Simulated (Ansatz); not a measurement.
# SnS2 (P-3m1): probes of nuclei, edges and cores

Aim: for SnS2 (P-3m1) in the cell below, make these runs: core holes.

Method: DFT PBE, scalar-relativistic, plane waves, PAW, in Ansatz 0.2.0.

The runs add the D3(BJ) dispersion term to the functional named.

1 further run of the same task is left out (set aside as unsound or not needed).

## (1) Starting point

The structure is trigonal, space group P-3m1 (No. 164). Conventional cell: a = 3.669 Å, b = 3.669 Å, c = 5.772 Å, α = 90.00°, β = 90.00°, γ = 120.00°. Sn (site symmetry -3m) is surrounded by 6 S at 2.58 Å. Around S (site symmetry 3m) lie 3 Sn at 2.58 Å.

Structure file:

```
Sn S
1.0
     3.66907    0.00000    0.00000
    -1.83453    3.17751    0.00000
     0.00000    0.00000    5.77221
Sn S
1 2
Direct
  0.00000 0.00000 0.00000
  0.33333 0.66667 0.25603
  0.66667 0.33333 0.74397
```

An earlier run at PBE left this cell at 22.432 Å³/atom and 0.10 GPa (8×8×4 mesh).

## (2) Core levels

Input file input.yaml:

```yaml
crystal:
  lattice:
    - [7.3381384267, 0.0, 0.0]
    - [-3.6690692134, 6.355014294, 0.0]
    - [0.0, 0.0, 11.544427569]
  atoms:
    - { symbol: Sn, position: [1.0, 1.0, 1.0] }
    - { symbol: S, position: [0.1666666667, 0.3333333333, 0.1280155132] }
    - { symbol: S, position: [0.3333333333, 0.1666666667, 0.3719844868] }
    - { symbol: Sn, position: [1.0, 1.0, 0.5] }
    - { symbol: S, position: [0.1666666667, 0.3333333333, 0.6280155132] }
    - { symbol: S, position: [0.3333333333, 0.1666666667, 0.8719844868] }
    - { symbol: Sn, position: [1.0, 0.5, 1.0] }
    - { symbol: S, position: [0.1666666667, 0.8333333333, 0.1280155132] }
    - { symbol: S, position: [0.3333333333, 0.6666666667, 0.3719844868] }
    - { symbol: Sn, position: [1.0, 0.5, 0.5] }
    - { symbol: S, position: [0.1666666667, 0.8333333333, 0.6280155132] }
    - { symbol: S, position: [0.3333333333, 0.6666666667, 0.8719844868] }
    - { symbol: Sn, position: [0.5, 1.0, 1.0] }
    - { symbol: S, position: [0.6666666667, 0.3333333333, 0.1280155132] }
    - { symbol: S, position: [0.8333333333, 0.1666666667, 0.3719844868] }
    - { symbol: Sn, position: [0.5, 1.0, 0.5] }
    - { symbol: S, position: [0.6666666667, 0.3333333333, 0.6280155132] }
    - { symbol: S, position: [0.8333333333, 0.1666666667, 0.8719844868] }
    - { symbol: Sn, position: [0.5, 0.5, 1.0] }
    - { symbol: S, position: [0.6666666667, 0.8333333333, 0.1280155132] }
    - { symbol: S, position: [0.8333333333, 0.6666666667, 0.3719844868] }
    - { symbol: Sn, position: [0.5, 0.5, 0.5] }
    - { symbol: S, position: [0.6666666667, 0.8333333333, 0.6280155132] }
    - { symbol: S, position: [0.8333333333, 0.6666666667, 0.8719844868] }
basis:
  ecutwfc: 420
  ecutrho_ratio: 4
kpoints:
  mp_grid: { grid: [4, 4, 2] }
hamiltonian:
  xc: pbe
  dispersion: d3bj
scf:
  occupations: { method: fixed }
output:
  forces: true
  stress: false
  eigenvalues: true
  core_levels:
    shells: { S: "2p", Sn: "3d" }
    counted_from: valence_top
    eps_inf: [8.542, 8.542, 6.845]
```

Command:

```console
ansatz run input.yaml --threads 4 --pin off --max-ram 10240MiB --backend cpu --events-out ev --progress --plain --runs-dir out
```

Log, shortened:

```text
Warning: RAYON_NUM_THREADS=4 ignored (pool sized by the plan → 4); use --threads N
[...]
Pseudopotentials: kind: paw
Pseudopotential: Sn, paw, valence charge 14, recommended cutoff 420 eV (normal), Sn.paw.azcp
Pseudopotential: S, paw, valence charge 6, recommended cutoff 420 eV (normal), S.paw.azcp
Functional definition: PBE
[...]
Crystal: 24 atoms, lattice volume = 538.363 Å³
Basis set: ecut = 420 eV, 10575 PW (Γ), exchange–correlation on 100×100×160 points (8 copies of the dense FFT grid, shifted against one another)
Bands: 128, of which v1, the nominal top of the filled ones, is band 104 counted from 1 (103 counted from 0)
Symmetry: 96 space group operations
Space group: P-3m1 (ITA 164), of the structure as read, at distance tolerance 8.1e-5 Å
k-points: 8 of 32
[...]
SCF iter   1: F=—  HF=-62643.196415 eV  |F-HF|=—  |Δ(HF+E_count)|=         —  Δρ=1.11e-3  dr2=5.02e-3  ethr=1.77e-3  ⟨swp⟩=4.8  Hψ=3499  notcnv=0  defer=149
[...]
SCF iter   8: F=-62643.192440 eV  HF=-62643.192440 eV  |F-HF|=4.15e-10  |Δ(HF+E_count)|=   5.08e-8  Δρ=3.79e-7  dr2=8.43e-10  ethr=4.81e-11  ⟨swp⟩=13.9  Hψ=5898  notcnv=0
[...]
── core hole 1/2: 3d of Sn 0 ──
── 3d of Sn 0: 477.603 eV over the cell without the hole, in 10 iterations ──
── core hole 2/2: 2p of S 1 ──
── 2p of S 1: 153.534 eV over the cell without the hole, in 11 iterations ──
SCF converged after 8 iterations
Free energy (F): -62643.192440 eV
[...]
E sigma→0 (E₀):  -62643.192440 eV
Fermi energy:    6.795696 eV
[...]
  atom   3  S      0.00000000    -0.00000000     0.00583968
  atom   4  Sn     0.00000000     0.00000000    -0.00000000
  atom   5  S     -0.00000000     0.00000000    -0.00583968
  atom   6  S      0.00000000    -0.00000000     0.00583968
  atom   7  Sn     0.00000000    -0.00000000    -0.00000000
  atom   8  S     -0.00000000     0.00000000    -0.00583968
[...]
--- Band table (eV; the first three rows and the last of 8) ---
[...]
--- Core levels from the valence top (as output.core_levels.counted_from types it; a hole's nearest image at 7.3 Å) ---
  the holes have spin, beside a run without
  atom         alike  shell      binding/eV   shift/eV difference/eV images/eV   SCF
  Sn 0             8     3d         484.743     +0.000       477.603    +0.268    10
  S 1             16     2p         160.609     +0.000       153.534    +0.268    11
  the dataset of Sn with a 3d hole: scattering error 0.004 eV; free atom: scalar-relativistic, large and small components
  the two lines of Sn's 3d: 3d3/2 +5.041 eV and 3d5/2 -3.361 eV off its levels, 2 : 3 in strength
  the dataset of S with a 2p hole: scattering error 0.001 eV (0.001 eV in the local channel); free atom: scalar-relativistic, large and small components
  the two lines of S's 2p: 2p1/2 +0.804 eV and 2p3/2 -0.402 eV off its levels, 1 : 2 in strength
  Sn 0 3d: no_plateau
  S 1 2p: large_charge_moments, no_plateau
  the highest filled level without a hole stands at 6.7957 eV, at the point (0.0000, 0.0000, 0.0000)
  Sn 0 3d: the alignment adds +0.0762 eV (standard deviation 0.0876 over 17 far atoms)
  S 1 2p: the alignment adds +0.0112 eV (standard deviation 0.1502 over 14 far atoms)
  a level is its difference with the images' term at an eps_inf of [8.542, 8.542, 6.845], the alignment and the highest filled level
```

Run time: 58 s. Hardware: 4 threads of Intel Xeon Platinum 8259CL at 2.50GHz (Skylake/Cascade Lake), shared host; peak memory 2.3 GiB.

This gives: gap on the mesh 1.29 eV.

This run uses a supercell of 24 atoms.

Binding energies, counted from the valence top, with images 7.3 Å apart:

| site | shell | binding energy (eV) | lines: j, share, offset (eV) |
| --- | --- | --- | --- |
| Sn1 | 3d | 484.74 | 3/2, 0.40, +5.04; 5/2, 0.60, -3.36 |
| S2 | 2p | 160.61 | 1/2, 0.33, +0.80; 3/2, 0.67, -0.40 |

## (3) Outcome

| quantity | value |
| --- | --- |
| Sn 3d binding energy (mean of its lines) | 484.74 eV |
| S 2p binding energy (mean of its lines) | 160.61 eV |

In words: A core hole in a supercell this small still feels its images.
